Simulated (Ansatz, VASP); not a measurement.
## Two plane-wave programs on MgO

The input INCAR:

```
SYSTEM = MgO
PREC     = Accurate       ! precision mode
ENCUT    = 520            ! plane-wave cutoff, eV
EDIFF    = 1E-7           ! SCF threshold, eV
ISMEAR   = 0              ! smearing method
SIGMA    = 0.05           ! smearing width, eV
LREAL    = .FALSE.        ! projectors in reciprocal space
LASPH    = .TRUE.         ! aspherical terms in the spheres
NELM     = 80             ! most SCF steps
ALGO     = Normal         ! electronic algorithm
ISIF     = 2              ! what is computed and relaxed
LWAVE    = .FALSE.        ! write WAVECAR
LCHARG   = .FALSE.        ! write CHGCAR
GGA      = PS             ! functional
NBANDS   = 16             ! bands
```

KPOINTS

```
Automatic mesh
0
G
  9 9 6
  0 0 0
```

The input POSCAR:

```
MgO
1.0
    3.4131635912      0.0000000000      0.0000000000
   -1.7065817956      2.9558863772      0.0000000000
    0.0000000000      0.0000000000      4.3906063377
Mg O
2 2
Direct
    0.6586046991      0.3172093983      0.7500000000
    0.3413953009      0.6827906017      0.2500000000
    0.6726026025      0.3452052050      0.2500000000
    0.3273973975      0.6547947950      0.7500000000
```

Input for Ansatz:

```yaml
crystal:
  lattice:
    - [3.4131635912, 0.0, 0.0]
    - [-1.7065817956, 2.9558863772, 0.0]
    - [0.0, 0.0, 4.3906063377]
  atoms:
    - { symbol: Mg, position: [0.6586046991, 0.3172093983, 0.75] }
    - { symbol: Mg, position: [0.3413953009, 0.6827906017, 0.25] }
    - { symbol: O, position: [0.6726026025, 0.345205205, 0.25] }
    - { symbol: O, position: [0.3273973975, 0.654794795, 0.75] }
basis:
  ecutwfc: 520.0
kpoints:
  mp_grid: { grid: [9, 9, 6] }
hamiltonian:
  xc: pbesol
  pseudopotentials: { kind: paw, azcp: { folder: soft_1 } }
scf:
  occupations: { method: gaussian, width: 0.05 }
output:
  forces: true
  stress: true
  eigenvalues: true
```

Change from the starting cell: mode 5 frozen in at -0.049 Å, strain +e along z and -e/2 along x and y +0.0467.

Alike in both runs: task single point; functional PBEsol; k mesh 9 × 9 × 6; occupations gaussian, width 0.05 eV; no spin polarisation.

|  | VASP | Ansatz |
| --- | --- | --- |
| version | VASP 6.6.1 | Ansatz 0.2.0 |
| potentials or method | VASP PAW PBE potentials, release 64 (Mg, O) | scalar-relativistic, plane waves, PAW |
| plane-wave cutoff (eV) | 520 | 520 |
| valence electrons in the cell | 16 | 32 |

Ansatz gave:

| Property | Result |
| --- | --- |
| gap on the k mesh at the Fermi level (eV) | 3.19 |
| least direct gap on the mesh (eV) | 3.19 |
| pressure (GPa) | 1.1 |
| largest component of the traceless stress (GPa) | 7.02 |
| rms of the force components (eV/Å) | 0.159 |

Question: Which values does VASP return?

Answer: gap on the k mesh at the Fermi level (eV): 3.18; least direct gap on the mesh (eV): 3.18; pressure (GPa): 0.7; largest component of the traceless stress (GPa): 7.15; rms of the force components (eV/Å): 0.161.

Atom by atom the forces differ by 0.002 eV/Å (rms over components). With one functional, cell and mesh, what is left measures potentials, basis and numerics. The two sets of potentials don't hold the same shells in valence. Ansatz warned: «pseudo_functional_mismatch».

Caveats: the PAW data sets were made with another functional, which shifts forces and pressure a little (VASP).
